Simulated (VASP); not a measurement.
## InAs in VASP 6.6.1, single-point calculation

INCAR

```
ENCUT = 520
LWAVE = .FALSE.
LASPH = .TRUE.
NSW = 0
PREC = Accurate
EDIFF = 1E-7
LCHARG = .FALSE.
SIGMA = 0.02
LREAL = .FALSE.
IBRION = -1
GGA = PE
ISMEAR = -1
NELM = 3
ISIF = 2
NBANDS = 16
```

KPOINTS

```
KPOINTS created by Atomic Simulation Environment
0
Gamma
8 8 8
0 0 0
```

POSCAR

```
In As
 1.0000000000000000
     0.0000000000000000    2.9629527589000002    3.1499033599000001
     2.9629527589000002    0.0000000000000000    3.1499033599000001
     2.9629527589000002    2.9629527589000002    0.0000000000000000
 In  As
   1   1
Cartesian
  0.0000000000000000  0.0000000000000000  0.0000000000000000
  1.4814763794500001  1.4814763794500001  1.5749516799500005
```

The recommended PBE PAW datasets give the neutral cell 18 valence electrons.

Command

```
mpirun -np 1 vasp_std
```

OSZICAR

```
N       E                     dE             d eps       ncg     rms          rms(c)
DAV:   1     0.113903204164E+03    0.11390E+03   -0.83249E+03  1896   0.120E+03
DAV:   2    -0.188938017306E+00   -0.11409E+03   -0.10920E+03  2072   0.297E+02
DAV:   3    -0.773292774214E+01   -0.75440E+01   -0.75078E+01  2424   0.751E+01
   1 F= -.77329277E+01 E0= -.77328633E+01  d E =-.128809E-03
```

Standard output (part)

```
POSCAR found type information on POSCAR InAs
 POSCAR found :  2 types and       2 ions
 LDA part: xc-table for (Slater+PW92), standard interpolation
 POSCAR, INCAR and KPOINTS ok, starting setup
 WAVECAR not read
 entering main loop
|     The electronic self-consistency was not achieved in the given           |
|     number of steps (NELM). The forces and other quantities evaluated       |
|     might not be reliable so examine the results carefully. If you find     |
|     spurious results, we suggest increasing NELM, if you were close to      |
|     convergence or switching to a different ALGO or adjusting the           |
|     density mixing parameters otherwise.                                    |
```

It didn't converge.

The fault: too few electronic steps.

The run took about 11 s on one core of a shared host (Intel Xeon Platinum 8488C) and held 0.2 GiB at most.
